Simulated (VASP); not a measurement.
A run of VASP 6.6.1:

The input INCAR:

```
SYSTEM = Na
ALGO     = Normal         ! electronic algorithm
EDIFF    = 1E-6           ! SCF threshold, eV
ENCUT    = 520            ! plane-wave cutoff, eV
GGA      = PS             ! functional
ISIF     = 2              ! what is computed and relaxed
ISMEAR   = 0              ! smearing method
LASPH    = .True.         ! aspherical terms in the spheres
LCHARG   = .True.         ! write CHGCAR
LELF     = .True.         ! ELF
LREAL    = .False.        ! projectors in reciprocal space
LVHAR    = .True.       
LWAVE    = .False.        ! write WAVECAR
NBANDS   = 10             ! bands
NELM     = 100            ! most SCF steps
PREC     = Accurate       ! precision mode
SIGMA    = 0.05           ! smearing width, eV
```

The input KPOINTS:

```
k-points
0
Gamma
  9 9 9
  0 0 0
```

Contents of POSCAR:

```
Na
1.0
   -2.1410000000      2.1410000000      2.1410000000
    2.1410000000     -2.1410000000      2.1410000000
    2.1410000000      2.1410000000     -2.1410000000
Na
1
Direct
    0.0000000000      0.0000000000      0.0000000000
```

Potentials or basis: VASP PAW PBE potentials, release 54 (Na_pv).

Run with:

```bash
$ cat potpaw_PBE.54/Na_pv/POTCAR > POTCAR
$ mpirun -np 1 vasp_std > vasp.out
```

Hardware: 1 thread of Intel(R) Xeon(R) Platinum 8488C (Sapphire Rapids), on a shared host.

How long does it take, and how much memory?

Run time: 5 s on 1 thread of Intel(R) Xeon(R) Platinum 8488C (Sapphire Rapids), with other jobs on the host, peak memory 0.14 GiB. Counts: scf iterations 9, k points 35.
